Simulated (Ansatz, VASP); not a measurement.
## AlN: VASP beside Ansatz

Contents of INCAR:

```
ALGO = Normal ; EDIFF = 1E-7
ENCUT = 520 ; GGA = PE
ISIF = 2 ; ISMEAR = 0
LASPH = T ; LCHARG = F
LREAL = F ; LWAVE = F
NBANDS = 16 ; NELM = 80
PREC = Accurate ; SIGMA = 0.05
```

The input KPOINTS:

```
k-points
0
Gamma
  9 9 6
```

File POSCAR:

```
AlN
1.0
    3.2306000000      0.0000000000      0.0000000000
   -1.6153000000      2.7977816695      0.0000000000
    0.0000000000      0.0000000000      3.9363000000
Al N
2 2
Direct
    0.3333333333      0.6666666667      0.7500000000
    0.6666666667      0.3333333333      0.2500000000
    0.3333333333      0.6666666667      0.2500000000
    0.6666666667      0.3333333333      0.7500000000
```

Input for Ansatz:

```yaml
crystal:
  lattice:
    - [3.2306, 0.0, 0.0]
    - [-1.6153, 2.7977816695, 0.0]
    - [0.0, 0.0, 3.9363]
  atoms:
    - { symbol: Al, position: [0.3333333333, 0.6666666667, 0.75] }
    - { symbol: Al, position: [0.6666666667, 0.3333333333, 0.25] }
    - { symbol: "N", position: [0.3333333333, 0.6666666667, 0.25] }
    - { symbol: "N", position: [0.6666666667, 0.3333333333, 0.75] }
basis:
  ecutwfc: 520.0
kpoints:
  mp_grid: { grid: [9, 9, 6] }
hamiltonian:
  xc: pbe
  pseudopotentials: { kind: paw, azcp: { folder: soft_1 } }
scf:
  occupations: { method: gaussian, width: 0.05 }
output:
  forces: true
  stress: true
  eigenvalues: true
  write_density: true
  write_potential: true
  elf: true
  volumetric_format: npy
```

Alike in both runs: task single point; functional PBE; k mesh 9 × 9 × 6; occupations gaussian, width 0.05 eV; no spin polarisation.

|  | VASP | Ansatz |
| --- | --- | --- |
| version | VASP 6.6.1 | Ansatz 0.2.0 |
| potentials or method | VASP PAW PBE potentials, release 64 (Al, N) | scalar-relativistic, plane waves, PAW |
| plane-wave cutoff (eV) | 520 | 520 |
| valence electrons in the cell | 16 | 16 |

|  | VASP | Ansatz | Ansatz less VASP |
| --- | --- | --- | --- |
| gap on the k mesh at the Fermi level (eV) | 4.16 | 4.14 | -0.013 |
| least direct gap on the mesh (eV) | 4.16 | 4.14 | -0.013 |

Caveats: an odd mesh through Γ misses points on the zone boundary, where band edges often lie. A hybrid or GW would open this gap; PBE tends to underestimate it.
